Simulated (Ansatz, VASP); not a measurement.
# Two plane-wave programs on Be

```xyz
1
Lattice="2.0208 0.0000 0.0000 0.0000 2.0208 0.0000 0.0000 0.0000 2.6616" Properties=species:S:1:pos:R:3 pbc="T T T"
Be    0.0000    0.0000    1.3308
```

Alike in both runs: functional PBE; k mesh 26 × 26 × 20; occupations gaussian, width 0.1 eV; no spin polarisation.

Ansatz relaxed the structure, and its values are those at the end. VASP's run is a single point on that final structure, the one shown.

|  | VASP | Ansatz |
| --- | --- | --- |
| version | VASP 6.6.1 | Ansatz 0.2.0 |
| potentials or method | VASP PAW PBE potentials, release 64 (Be) | scalar-relativistic, plane waves, PAW |
| plane-wave cutoff (eV) | 520 | 420 |
| valence electrons in the cell | 2 | 2 |

```csv
,VASP,Ansatz,Ansatz less VASP
gap on the k mesh at the Fermi level (eV),none,none,-
pressure (GPa),0.1,0.0,-0.09
```

A gap of «none» marks a metal or a gap that the smearing closes. The functional is the same, so the differences come from potentials, cutoffs and numerics.
